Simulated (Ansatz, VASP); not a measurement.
**Si in VASP and in Ansatz**

```xyz
2
Lattice="0.0000 2.7005 2.7005 2.7005 0.0000 2.7005 2.7005 2.7005 0.0000" Properties=species:S:1:pos:R:3 pbc="T T T"
Si    4.0507    4.0507    4.0507
Si    2.7005    2.7005    2.7005
```

Alike in both runs: functional LDA; k mesh 11 × 11 × 11; occupations fermi-dirac, width 0.05 eV; collinear spin.

Ansatz relaxed the structure, and its values are those at the end. VASP's run is a single point on that final structure, the one shown.

|  | VASP | Ansatz |
| --- | --- | --- |
| version | VASP 6.6.1 | Ansatz 0.2.0 |
| potentials or method | VASP PAW LDA potentials, release 64 (Si), cutoff 520 eV | all-electron LAPW, scalar-relativistic |

|  | VASP | Ansatz | Ansatz less VASP |
| --- | --- | --- | --- |
| pressure (GPa) | 0.1 | 0.0 | -0.10 |
| net moment per atom (μB) | 0.00 | 0.00 | 0.000 |

Ansatz ran all-electron here, so the differences hold the error of VASP's frozen core and of both bases. Ansatz warned: «seeded_moment_not_kept».
